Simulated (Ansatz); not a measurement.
Run on Ir (diamond type): DFT, PBE, all-electron LAPW, scalar-relativistic (Ansatz 0.2.0). This run: volume at 0.43 of the series' base cell.

The cell comes from a relaxation on PAW files under the same functional, begun from a prototype that needn't be the stable phase.

Command: `ansatz run input.yaml --threads 1 --pin off --max-ram 2048MiB --backend cpu --events-out ev --progress --plain --runs-dir out` It took 94 s on 1 thread of Intel(R) Xeon(R) Platinum 8488C (Sapphire Rapids), with other jobs on the host, peak memory 0.9 GiB.

```yaml
crystal:
  lattice:
    - [0.0, 2.1010719692, 2.1010719692]
    - [2.1010719692, 0.0, 2.1010719692]
    - [2.1010719692, 2.1010719692, 0.0]
  atoms:
    - { symbol: Ir, position: [-0.125, -0.125, -0.125] }
    - { symbol: Ir, position: [0.125, 0.125, 0.125] }
kpoints:
  mp_grid: { grid: [14, 14, 14] }
  band_path:
    path:
      - [0.0, 0.0, 0.0]
      - [0.5, 0.0, 0.5]
      - [0.625, 0.25, 0.625]
      - [0.375, 0.375, 0.75]
      - [0.0, 0.0, 0.0]
      - [0.5, 0.5, 0.5]
      - [0.5, 0.25, 0.75]
      - [0.5, 0.0, 0.5]
    npoints: 8
scf:
  occupations: { method: fermi_dirac, width: 0.05 }
hamiltonian:
  xc: pbe
  pseudopotentials: { kind: all_electron, lapw: { basis_error: 0.001 } }
output:
  forces: true
  stress: true
  eigenvalues: true
  populations: true
  dos: { projected: true, de: 0.2, e_range: [-14, 8] }
```

Output:

```
Ir: projections on atomic orbitals take those of the free atom 1s2 2s2 2p6 3s2 3p6 3d10 4s2 4p6 4d10 4f14 5s2 5p6 5d7 6s2, of charge +0.00 (hamiltonian.pseudopotentials.projection_atoms)
LAPW: plane waves up to 14.409 Å⁻¹, error target 1.0e-3 eV per atom; small_component_spin mean_spin; Ir in spheres of 0.910 Å, 49 of its electrons in bands, Dirac shells [] (how accurate: hamiltonian.pseudopotentials.lapw.basis_error, Limitations)
Engine: ansatz 0.2.0
Pseudopotentials: kind: all_electron
Pseudopotential: Ir, LAPW, valence charge 49, lapw/all_electron/scalar/gaussian/Ir, Koelling and Harmon's equation, gaussian nucleus
Functional definition: PBE
  parameter kappa = 0.804
  parameter beta = 0.06672455060314922
  exchange = pbe_x(kappa = kappa, mu = beta*pi^2/3)
  correlation = pbe_c(beta = beta)
Crystal: 2 atoms, lattice volume = 18.550 Å³
Basis set: ecut = 791.0455011071728 eV, 941 PW (Γ), exchange–correlation at level 2
Bands: 59, of which v1, the nominal top of the filled ones, is band 49 counted from 1 (48 counted from 0)
Symmetry: 48 space group operations
Space group: Fd-3m (ITA 227), of the structure as read, at distance tolerance 2.6e-5 Å
k-points: 104 of 2744
Non-local potential: Ir, projectors of the file, none
Initial density: superposition of atomic densities (chi_scale 0.1, normalization cell)
Initial wavefunctions: plane waves of lowest kinetic energy (no species holds an atomic orbital)
Functional: x = pbe(κ = 0.804, μ = 0.2195149727645171), c = pbe(β = 0.06672455060314922)
iter 1 solved again at ethr=1.29e-3 eV; its pass at ethr=1.00e-1 eV (dr2=1.26e0 eV) is discarded
SCF iter   1: F=—  HF=-970011.658012 eV  |F-HF|=—  |Δ(HF+E_count)|=         —  Δρ=8.26e-2  dr2=1.26e0  ethr=1.29e-3  ⟨swp⟩=2.0  Hψ=39757  notcnv=0
preconditioner: auto → Kerker (q_TF=auto, 3.601 Å⁻¹)  [metal: Δε(μ)=0.064 eV  Ē_g=57.408 eV  σ=0.050 eV  W_gap=0.29  n_scr=14 (ndim 8)  ℏωp=65.7 eV  f_vac=0.000  D(μ)=0.65/eV (n_scr^D=0)]
SCF iter   2: F=—  HF=-970011.315877 eV  |F-HF|=—  |Δ(HF+E_count)|=   3.42e-1  Δρ=5.26e-2  dr2=5.40e-1  ethr=1.29e-3  ⟨swp⟩=2.0  Hψ=18720  notcnv=0
iter 3 solved again at ethr=5.48e-5 eV; its pass at ethr=5.51e-4 eV (dr2=5.37e-2 eV) is discarded
SCF iter   3: F=—  HF=-970011.118914 eV  |F-HF|=—  |Δ(HF+E_count)|=   1.97e-1  Δρ=1.52e-2  dr2=5.36e-2  ethr=5.48e-5  ⟨swp⟩=2.0  Hψ=31247  notcnv=0
SCF iter   4: F=—  HF=-970011.103616 eV  |F-HF|=—  |Δ(HF+E_count)|=         —  Δρ=3.17e-3  dr2=6.64e-4  ethr=5.47e-5  ⟨swp⟩=2.0  Hψ=18709  notcnv=0
the basis was enlarged: its passes take 636.0 KiB over the memory plan, 1 of 1 planned eigensolver slots
SCF iter   5: F=—  HF=-970011.101994 eV  |F-HF|=—  |Δ(HF+E_count)|=   1.62e-3  Δρ=2.08e-3  dr2=3.85e-4  ethr=6.77e-7  ⟨swp⟩=2.0  Hψ=17687  notcnv=0
SCF iter   6: F=—  HF=-970011.101911 eV  |F-HF|=—  |Δ(HF+E_count)|=   8.32e-5  Δρ=7.10e-4  dr2=5.45e-5  ethr=3.93e-7  ⟨swp⟩=2.0  Hψ=17687  notcnv=0
SCF iter   7: F=—  HF=-970011.101910 eV  |F-HF|=—  |Δ(HF+E_count)|=   6.92e-7  Δρ=9.21e-5  dr2=6.78e-7  ethr=5.56e-8  ⟨swp⟩=2.0  Hψ=17687  notcnv=0
SCF iter   8: F=-970011.101910 eV  HF=-970011.101910 eV  |F-HF|=2.05e-8  |Δ(HF+E_count)|=   3.72e-7  Δρ=2.50e-5  dr2=5.33e-8  ethr=6.92e-10  ⟨swp⟩=3.0  Hψ=18008  notcnv=0
SCF 1 converged in 8 iterations: F = -970011.101910 eV  dr2 = 5.33e-8
NSCF: frozen V_eff on 57 k-points
SCF converged after 8 iterations
Free energy (F): -970011.101910 eV
Harris-Foulkes:  -970011.101910 eV  (|F-HF|=2.05e-8)
Internal energy: -970011.096138 eV  (E = F + TS)
E sigma→0 (E₀):  -970011.099024 eV
Entropy (-TS):   -0.005773 eV (-2.886 meV/atom)
Fermi energy:    52.534219 eV
--- Per-component energies (eV) ---
  E_band       = -12032.188001
  E_kinetic    = 1097998.116990
  E_xc         = -18993.645178
  E_electrostatic = -2049015.567949  (all electrons and nuclei)
  E_smearing   = -0.005773  (= −TS)
  E_closure    = 0.000000  (closes the sum)
  E_atoms      = -970033.486421  (free atoms, spherical and without spin; not in F)
  Σ components = -970011.101910   (vs F -970011.101910, Δ=0.00e0)
  Basis errors (estimates in eV, not in F): energy 4.1e-4 per atom: plane waves 3.8e-4 (2.3e-4 summed), levels above the bands 2.0e-219, relativity 2.1e-7, radial functions 2.9e-5, core shells 1.9e-10; eigenvalues (radial functions only) 7.6e-7; not estimated: angular momenta, meshes, grids; target (lapw.basis_error) 1.0e-3; muffin-tin radii Ir 0.910 Å
--- Forces (eV/Å), atoms counted from 1 ---
  atom   1  Ir    -0.00000000     0.00000000     0.00000000
  atom   2  Ir    -0.00000000    -0.00000000    -0.00000000
  max |Σ_I F_I| component: 1.41e-15 eV/Å
--- Stress (GPa, compression-positive) ---
     1082.526001       0.000000       0.000000
        0.000000    1082.526001      -0.000000
        0.000000      -0.000000    1082.526001
  P = ⅓ Tr σ = 1082.5260 GPa (10825.260 kbar)
--- Band table (eV; the first three rows and the last of 104) ---
  k-point 0: bands = ["-607.9403", "-607.9403", "-440.6005", "-440.6005", "-440.6005", "-440.6003", "-440.6003", "-440.6003", "-235.1494", "-235.1494", "-235.1494", "-235.1435", "-235.1435", "-235.1435", "-235.1363", "-235.1363", "-235.1340", "-235.1340", "-46.0783", "-41.9442", "-7.2481", "-7.2153", "-7.2153", "-7.2153", "-7.1406", "-7.1406", "-7.1406", "-6.9401", "-6.9401", "-6.9401", "-6.8520", "-6.8520", "-6.8520", "-6.7884", "-4.5009", "-4.5009", "-4.5009", "0.8556", "0.8556", "0.8556", "37.2016", "37.9328", "37.9328", "42.4946", "42.4946", "42.4946", "49.7572", "49.7572", "49.7572", "57.1806", "57.1806", "63.2746", "65.0719", "65.0719", "65.0719", "70.5649", "79.2411", "79.2411", "79.2411"]
  k-point 1: bands = ["-607.9403", "-607.9403", "-440.6005", "-440.6005", "-440.6005", "-440.6003", "-440.6003", "-440.6003", "-235.1494", "-235.1494", "-235.1493", "-235.1435", "-235.1435", "-235.1435", "-235.1362", "-235.1362", "-235.1340", "-235.1340", "-46.0442", "-41.9890", "-7.2471", "-7.2147", "-7.2147", "-7.2146", "-7.1405", "-7.1387", "-7.1387", "-6.9433", "-6.9433", "-6.9400", "-6.8526", "-6.8526", "-6.8522", "-6.7936", "-4.5381", "-4.5381", "-4.4929", "0.8802", "0.9086", "0.9086", "37.4247", "37.8554", "37.8554", "42.4131", "42.6765", "42.6765", "49.2729", "49.6214", "49.6214", "57.1292", "57.1292", "62.7219", "65.1386", "65.1386", "66.3366", "71.0843", "77.7668", "79.1316", "79.1316"]
  k-point 2: bands = ["-607.9403", "-607.9403", "-440.6005", "-440.6005", "-440.6005", "-440.6003", "-440.6003", "-440.6003", "-235.1494", "-235.1494", "-235.1492", "-235.1436", "-235.1434", "-235.1434", "-235.1362", "-235.1362", "-235.1341", "-235.1341", "-45.9446", "-42.1185", "-7.2445", "-7.2129", "-7.2129", "-7.2123", "-7.1399", "-7.1330", "-7.1330", "-6.9520", "-6.9520", "-6.9395", "-6.8549", "-6.8549", "-6.8526", "-6.8081", "-4.6385", "-4.6385", "-4.4739", "0.9540", "1.0535", "1.0535", "37.7094", "37.7094", "38.0347", "42.2245", "43.0476", "43.0476", "48.0807", "49.3366", "49.3366", "56.9780", "56.9780", "62.3883", "65.3868", "65.3868", "68.3963", "71.9786", "74.6378", "77.6299", "77.6299"]
  k-point 103: bands = ["-607.9403", "-607.9403", "-440.6005", "-440.6005", "-440.6004", "-440.6004", "-440.6002", "-440.6002", "-235.1499", "-235.1499", "-235.1464", "-235.1464", "-235.1430", "-235.1430", "-235.1351", "-235.1351", "-235.1351", "-235.1351", "-44.1525", "-44.1525", "-7.2103", "-7.2103", "-7.1983", "-7.1983", "-7.0984", "-7.0984", "-7.0622", "-7.0622", "-6.9729", "-6.9729", "-6.9069", "-6.9069", "-6.8555", "-6.8555", "-5.8583", "-5.8583", "-1.4881", "-1.4881", "2.7891", "2.7891", "36.0842", "36.0842", "41.5115", "41.5115", "45.4683", "45.4683", "47.3084", "47.3084", "55.3717", "55.3717", "56.1811", "56.1811", "58.1358", "58.1358", "73.2557", "73.2557", "74.8927", "74.8927", "78.1793"]
--- Löwdin populations: 2 sites ---
  site symbol       q [e]
     0     Ir     76.8149
     1     Ir     76.8149
  spilling = 0.002404 (of n_electrons = 154.000000)
```

populations.tsv:

```
# site	symbol	l	j	q
# orbitals = lowdin
# n_electrons = 154.000000
# spilling = 0.002404
# projection_atom_Ir: 1s2 2s2 2p6 3s2 3p6 3d10 4s2 4p6 4d10 4f14 5s2 5p6 5d7 6s2
0	Ir	0_1S	-	1.999999
0	Ir	0_2S	-	1.999946
0	Ir	0_3S	-	1.999320
0	Ir	0_4S	-	1.993352
0	Ir	0_5S	-	1.919138
0	Ir	0_6S	-	1.052067
0	Ir	1_2P	-	6.000000
0	Ir	1_3P	-	5.999991
0	Ir	1_4P	-	5.999503
0	Ir	1_5P	-	5.956645
0	Ir	2_3D	-	10.000000
0	Ir	2_4D	-	9.999733
0	Ir	2_5D	-	7.896606
0	Ir	3_4F	-	13.998565
1	Ir	0_1S	-	1.999999
1	Ir	0_2S	-	1.999946
1	Ir	0_3S	-	1.999320
1	Ir	0_4S	-	1.993352
1	Ir	0_5S	-	1.919138
1	Ir	0_6S	-	1.052067
1	Ir	1_2P	-	6.000000
1	Ir	1_3P	-	5.999991
1	Ir	1_4P	-	5.999503
1	Ir	1_5P	-	5.956645
1	Ir	2_3D	-	10.000000
1	Ir	2_4D	-	9.999733
1	Ir	2_5D	-	7.896606
1	Ir	3_4F	-	13.998565
```

Spin–orbit coupling is left out, which matters for the heavy atoms. The structure type is held throughout; the real material can change phase at far lower pressure.
